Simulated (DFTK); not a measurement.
A run of DFTK 0.8.2:

File run.jl:

```julia
using DFTK
using PseudoPotentialData
using Unitful, UnitfulAtomic
using LinearAlgebra, Printf
include("save.jl")
disable_threading()

# lattice vectors are the columns
lattice = austrip(1u"Å") * [           0.0      3.2333428      3.2333428;
                3.2333428            0.0      3.2333428;
                3.2333428      3.2333428            0.0]
symbols   = [:Sn, :Sn]
positions = [[0.75, 0.75, 0.75],
             [0.5, 0.5, 0.5]]
pseudopotentials = PseudoFamily("dojo.nc.sr.pbesol.v0_4_1.standard.upf")
elements = Dict(s => ElementPsp(s, pseudopotentials) for s in unique(symbols))
atoms    = [elements[s] for s in symbols]

build_model(lattice, positions; symmetries=true) =
    model_DFT(lattice, atoms, positions;
              functionals=PBEsol(),
              temperature=austrip(0.05u"eV"),
              smearing=Smearing.FermiDirac(),
              symmetries)
Ecut  = 36.0  # hartree
kgrid = [7, 7, 7]
tol   = 1e-6
to_GPa = ustrip(uconvert(u"GPa", 1u"hartree/bohr^3"))

results["points"] = []
for scale in [0.94, 0.96, 0.98, 1.0, 1.02, 1.04, 1.06]
    println("\n=== scale = ", scale)
    model = build_model(cbrt(scale) * lattice, positions)
    basis = PlaneWaveBasis(model; Ecut, kgrid)
    t0 = time()
    scfres = self_consistent_field(basis;
                                   tol,
                                   nbandsalg=AdaptiveBands(model; n_bands_converge=19))
    seconds = time() - t0
    @printf "SCF: %d iterations, %.1f s\n" scfres.n_iter seconds
    forces = compute_forces_cart(scfres)
    stress = compute_stresses_cart(scfres)
    @printf "V = %.5f Å^3  F = %.8f Ha  max force = %.5f eV/Å  p = %.4f GPa\n" ustrip(auconvert(u"Å^3", model.unit_cell_volume)) scfres.energies.total ustrip(auconvert(u"eV/Å", maximum(norm, forces))) (-tr(stress) / 3 * to_GPa)
    push!(results["points"], save_scf!(scfres; forces, stress, d=Dict{String,Any}("seconds" => seconds, "n_matvec" => get(scfres, :n_matvec, 0))))
end

# third-order Birch-Murnaghan fit in x = V^(-2/3)
V = [0.94, 0.96, 0.98, 1.0, 1.02, 1.04, 1.06] * abs(det(lattice))
E = [p["total"] for p in results["points"]]
x = V .^ (-2 / 3)
c = [x .^ 0 x x .^ 2 x .^ 3] \ E
Δ = c[3]^2 - 3c[2] * c[4]
if Δ > 0
    x0 = (-c[3] + sqrt(Δ)) / 3c[4]
    B0 = 4 / 9 * x0^(7 / 2) * (2c[3] + 6c[4] * x0)
    @printf "V0 = %.4f Å^3  B0 = %.2f GPa\n" ustrip(auconvert(u"Å^3", x0^(-3 / 2))) B0 * to_GPa
end
```

Potentials or basis: dojo.nc.sr.pbesol.v0_4_1.standard.upf (PBEsol).

The run is started by

```sh
$ julia --threads=1 run.jl  # save.jl only writes the numbers to a file and isn't shown; printed stress counts tension as positive; times include loading and compiling
```

Hardware: 1 thread of AMD EPYC 9R45 96-Core Processor (Zen 5), on a shared host.

Q: How long does it take, and how much memory?

A: Run time: 9.8 min on 1 thread of AMD EPYC 9R45 96-Core Processor (Zen 5), with other jobs on the host, peak memory 2.1 GiB. Counts: scf iterations 84, bands 19.
